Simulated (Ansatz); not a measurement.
Runs of Ansatz 0.2.0 on Be. The structure is hexagonal, space group P6_3/mmc (No. 194). Conventional cell: a = 2.285 Å, b = 2.285 Å, c = 3.584 Å, α = 90.00°, β = 90.00°, γ = 120.00°. Be (site symmetry -6m2) has 12 Be at 2.23 to 2.29 Å as nearest neighbours. 

| level | cutoff (eV) | gap on the mesh (eV) | pressure (GPa) |
| --- | --- | --- | --- |
| BLYP | 420 | none | -2.5 |
| r2SCAN0 | 500 | none | (a) |
| LDA | 420 | none | (b) |
| r2SCAN | 500 | none | -2.9 |
| HSE06 | 420 | none | -3.4 |

Alike in all rows: task projected density of states; potentials or basis Ansatz PAW; no spin polarisation; cell as given; k mesh 8 × 8 × 4; smearing fermi-dirac 0.05 eV; the mesh is coarse, so values aren't converged.

Task: Fill in the values left out.

Result: (a) -3.3; (b) -8.2.

Caveats: all runs use coarse meshes; the PAW data sets come from PBE, with cores solved anew for the run's functional, which leaves a small shift of forces and pressure; the density of states is complete only up to the lowest level of the last band computed; the thresholds are loose for stress (some runs).

A gap of «none» marks a metal or a gap under the smearing width.
